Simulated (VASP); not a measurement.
# CoSi (P2_13) in VASP: a series of runs, part 2 of 2

VASP 6.6.1. Earlier steps stand in the parts before.

## 4. Band structure, revPBE, collinear spin, ferromagnetic start

Input file INCAR:

```
SYSTEM = CoSi
PREC = Accurate
ENCUT = 520
EDIFF = 1E-7
ISMEAR = -1
SIGMA = 0.05
LREAL = .False.
LASPH = .True.
NELM = 150
ALGO = Normal
ISIF = 2
LWAVE = .False.
LCHARG = .False.
ISPIN = 2
MAGMOM = 2 2 2 2 0 0 0 0
LORBIT = 11
LMAXMIX = 4
GGA = RE
NBANDS = 40
```

Input file KPOINTS:

```
Automatic mesh
0
Gamma
  6 6 6
  0 0 0
```

Input file POSCAR:

```
CoSi
1.0
    4.4380000000      0.0000000000      0.0000000000
    0.0000000000      4.4380000000      0.0000000000
    0.0000000000      0.0000000000      4.4380000000
Co Si
4 4
Direct
    0.8600000000      0.6400000000      0.3600000000
    0.6400000000      0.3600000000      0.8600000000
    0.3600000000      0.8600000000      0.6400000000
    0.1400000000      0.1400000000      0.1400000000
    0.1570000000      0.3430000000      0.6570000000
    0.3430000000      0.6570000000      0.1570000000
    0.6570000000      0.1570000000      0.3430000000
    0.8430000000      0.8430000000      0.8430000000
```

Input file KPOINTS_OPT:

```
path GXMGRX,MR
10
line-mode
reciprocal
 0.0000000000  0.0000000000  0.0000000000  G
 0.0000000000  0.5000000000  0.0000000000  X

 0.0000000000  0.5000000000  0.0000000000  X
 0.5000000000  0.5000000000  0.0000000000  M

 0.5000000000  0.5000000000  0.0000000000  M
 0.0000000000  0.0000000000  0.0000000000  G

 0.0000000000  0.0000000000  0.0000000000  G
 0.5000000000  0.5000000000  0.5000000000  R

 0.5000000000  0.5000000000  0.5000000000  R
 0.0000000000  0.5000000000  0.0000000000  X

 0.5000000000  0.5000000000  0.0000000000  M
 0.5000000000  0.5000000000  0.5000000000  R
```

Run with:

```
$ cat potpaw_PBE.64/Co/POTCAR potpaw_PBE.64/Si/POTCAR > POTCAR
$ mpirun -np 1 vasp_std > vasp.out
```

It took 4.1 min on 1 thread of AMD EPYC 9R45 (Zen 5), shared host; peak memory 0.35 GiB.

It converged, with:

```
Free energy                                           : -51.9722 eV
Pressure                                              : 2.3 GPa
Largest force                                         : 0.299 eV/Å
Band gap along the path                               : none (metal or under the smearing width)
Net moment                                            : 0.00 μB per cell
Valence electrons inside the program's atomic spheres : Co 8.61; Si 1.61
```

Forces in eV/Å, atoms in the order of the input:
```
Co  -0.173  0.173 -0.173
Co   0.173 -0.173 -0.173
Co  -0.173 -0.173  0.173
Co   0.173  0.173  0.173
Si   0.007 -0.007  0.007
Si  -0.007  0.007  0.007
Si   0.007  0.007 -0.007
Si  -0.007 -0.007 -0.007
```

Levels at the corners of the path, in eV from the Fermi level:
Spin up:
| point | band 22 | band 23 | band 24 | band 25 | band 26 | band 27 | band 28 | band 29 | band 30 | band 31 |
| --- | --- | --- | --- | --- | --- | --- | --- | --- | --- | --- |
| Γ | -0.94 | -0.81 | -0.81 | -0.05 | -0.05 | -0.05 | 2.43 | 2.43 | 2.43 | 2.88 |
| X | -1.08 | -0.71 | -0.71 | -0.51 | -0.51 | 0.95 | 0.95 | 1.42 | 1.42 | 4.25 |
| X | -1.08 | -0.71 | -0.71 | -0.51 | -0.51 | 0.95 | 0.95 | 1.42 | 1.42 | 4.25 |
| M | -1.55 | -1.05 | -1.05 | -0.07 | -0.07 | 0.52 | 0.52 | 1.95 | 1.95 | 2.44 |
| M | -1.55 | -1.05 | -1.05 | -0.07 | -0.07 | 0.52 | 0.52 | 1.95 | 1.95 | 2.44 |
| Γ | -0.94 | -0.81 | -0.81 | -0.05 | -0.05 | -0.05 | 2.43 | 2.43 | 2.43 | 2.88 |
| Γ | -0.94 | -0.81 | -0.81 | -0.05 | -0.05 | -0.05 | 2.43 | 2.43 | 2.43 | 2.88 |
| R | -1.26 | -1.26 | -1.26 | -0.25 | -0.25 | -0.25 | -0.25 | 5.32 | 5.32 | 5.32 |
| R | -1.26 | -1.26 | -1.26 | -0.25 | -0.25 | -0.25 | -0.25 | 5.32 | 5.32 | 5.32 |
| X | -1.08 | -0.71 | -0.71 | -0.51 | -0.51 | 0.95 | 0.95 | 1.42 | 1.42 | 4.25 |
| M | -1.55 | -1.05 | -1.05 | -0.07 | -0.07 | 0.52 | 0.52 | 1.95 | 1.95 | 2.44 |
| R | -1.26 | -1.26 | -1.26 | -0.25 | -0.25 | -0.25 | -0.25 | 5.32 | 5.32 | 5.32 |
Spin down:
```
point  band 24  band 25  band 26  band 27  band 28  band 29
    Γ    -0.81    -0.05    -0.05    -0.05     2.43     2.43
    X    -0.71    -0.51    -0.51     0.95     0.95     1.42
    X    -0.71    -0.51    -0.51     0.95     0.95     1.42
    M    -1.05    -0.07    -0.07     0.52     0.52     1.95
    M    -1.05    -0.07    -0.07     0.52     0.52     1.95
    Γ    -0.81    -0.05    -0.05    -0.05     2.43     2.43
    Γ    -0.81    -0.05    -0.05    -0.05     2.43     2.43
    R    -1.26    -0.25    -0.25    -0.25    -0.25     5.32
    R    -1.26    -0.25    -0.25    -0.25    -0.25     5.32
    X    -0.71    -0.51    -0.51     0.95     0.95     1.42
    M    -1.05    -0.07    -0.07     0.52     0.52     1.95
    R    -1.26    -0.25    -0.25    -0.25    -0.25     5.32
```

Caveat: the starting moments collapsed, and a magnetic state may lie lower; the PAW data sets were made with another functional, which shifts forces and pressure a little.

## 5. Band structure, BLYP, collinear spin, ferromagnetic start

POSCAR is that of step 4.

Input file INCAR.step1:

```
PREC = Accurate
ENCUT = 520
EDIFF = 1E-6
ISMEAR = -1
SIGMA = 0.05
LREAL = F
LASPH = T
NELM = 120
ALGO = Normal
ISIF = 2
LWAVE = F
LCHARG = T
ISPIN = 2
MAGMOM = 2 2 2 2 0 0 0 0
LORBIT = 11
LMAXMIX = 4
GGA = B5
ALDAX = 1.0
AGGAX = 1.0
AGGAC = 1.0
ALDAC = 0.0
```

Input file KPOINTS.step1:

```
regular mesh
0
Gamma
  6 6 6
```

Input file INCAR.step2:

```
PREC = Accurate
ENCUT = 520
EDIFF = 1E-6
ISMEAR = 0
SIGMA = 0.05
LREAL = F
LASPH = T
NELM = 120
ALGO = Normal
ISIF = 2
LWAVE = F
LCHARG = F
ISPIN = 2
MAGMOM = 2 2 2 2 0 0 0 0
LORBIT = 11
LMAXMIX = 4
GGA = B5
ALDAX = 1.0
AGGAX = 1.0
AGGAC = 1.0
ALDAC = 0.0
ICHARG = 11
```

Input file KPOINTS.step2:

```
path GXMGRX,MR
10
line-mode
reciprocal
 0.0000000000  0.0000000000  0.0000000000  G
 0.0000000000  0.5000000000  0.0000000000  X

 0.0000000000  0.5000000000  0.0000000000  X
 0.5000000000  0.5000000000  0.0000000000  M

 0.5000000000  0.5000000000  0.0000000000  M
 0.0000000000  0.0000000000  0.0000000000  G

 0.0000000000  0.0000000000  0.0000000000  G
 0.5000000000  0.5000000000  0.5000000000  R

 0.5000000000  0.5000000000  0.5000000000  R
 0.0000000000  0.5000000000  0.0000000000  X

 0.5000000000  0.5000000000  0.0000000000  M
 0.5000000000  0.5000000000  0.5000000000  R
```

Run with:

```
$ cat potpaw_PBE.64/Co/POTCAR potpaw_PBE.64/Si/POTCAR > POTCAR
$ cp INCAR.step1 INCAR
$ cp KPOINTS.step1 KPOINTS
$ mpirun -np 1 vasp_std > vasp.out
$ cp INCAR.step2 INCAR
$ cp KPOINTS.step2 KPOINTS
$ mpirun -np 1 vasp_std > vasp.out
```

It took 4.4 min on 1 thread of AMD EPYC 9R45 (Zen 5), shared host; peak memory 0.37 GiB.

The run converged. Its results:

```yaml
Band_gap_along_the_path: none (metal or under the smearing width)
Net_moment: 0.00 μB per cell
```

Levels at the corners of the path, in eV from the Fermi level:
Spin up:
```tsv
point	band 22	band 23	band 24	band 25	band 26	band 27	band 28	band 29	band 30	band 31
Γ	-0.95	-0.83	-0.83	-0.06	-0.06	-0.06	2.40	2.40	2.40	2.90
X	-1.10	-0.71	-0.71	-0.51	-0.51	0.97	0.97	1.39	1.39	4.29
X	-1.10	-0.71	-0.71	-0.51	-0.51	0.97	0.97	1.39	1.39	4.29
M	-1.56	-1.07	-1.07	-0.06	-0.06	0.53	0.53	1.93	1.93	2.45
M	-1.56	-1.07	-1.07	-0.06	-0.06	0.53	0.53	1.93	1.93	2.45
Γ	-0.95	-0.83	-0.83	-0.06	-0.06	-0.06	2.40	2.40	2.40	2.90
Γ	-0.95	-0.83	-0.83	-0.06	-0.06	-0.06	2.40	2.40	2.40	2.90
R	-1.26	-1.26	-1.26	-0.26	-0.26	-0.26	-0.26	5.24	5.24	5.24
R	-1.26	-1.26	-1.26	-0.26	-0.26	-0.26	-0.26	5.24	5.24	5.24
X	-1.10	-0.71	-0.71	-0.51	-0.51	0.97	0.97	1.39	1.39	4.29
M	-1.56	-1.07	-1.07	-0.06	-0.06	0.53	0.53	1.93	1.93	2.45
R	-1.26	-1.26	-1.26	-0.26	-0.26	-0.26	-0.26	5.24	5.24	5.24
```
Spin down:
```csv
point,band 24,band 25,band 26,band 27,band 28,band 29
Γ,-0.83,-0.06,-0.06,-0.06,2.40,2.40
X,-0.71,-0.51,-0.51,0.97,0.97,1.39
X,-0.71,-0.51,-0.51,0.97,0.97,1.39
M,-1.07,-0.06,-0.06,0.53,0.53,1.93
M,-1.07,-0.06,-0.06,0.53,0.53,1.93
Γ,-0.83,-0.06,-0.06,-0.06,2.40,2.40
Γ,-0.83,-0.06,-0.06,-0.06,2.40,2.40
R,-1.26,-0.26,-0.26,-0.26,-0.26,5.24
R,-1.26,-0.26,-0.26,-0.26,-0.26,5.24
X,-0.71,-0.51,-0.51,0.97,0.97,1.39
M,-1.07,-0.06,-0.06,0.53,0.53,1.93
R,-1.26,-0.26,-0.26,-0.26,-0.26,5.24
```

Caveat: the log is that of the step along the path at fixed density, whose energy, stress, charges and moments have no meaning; the starting moments collapsed, and a magnetic state may lie lower; the PAW data sets were made with another functional, which shifts forces and pressure a little.

## 6. For comparison

An earlier run on the cell as given: functional PBE; potentials or basis VASP PAW PBE potentials, release 64 (Co, Si); cutoff 520 eV; k mesh 6 × 6 × 6; occupations fermi-dirac, width 0.05 eV; collinear spin, ferromagnetic start; starting moments [2.0, 2.0, 2.0, 2.0, 0.0, 0.0, 0.0, 0.0] μB.

* Pressure: -0.4 GPa
* Largest force: 0.270 eV/Å
* Band gap on the k mesh: none (metal or under the smearing width)
* Net moment: 0.00 μB per cell
* Valence electrons inside the program's atomic spheres: Co 8.61; Si 1.61
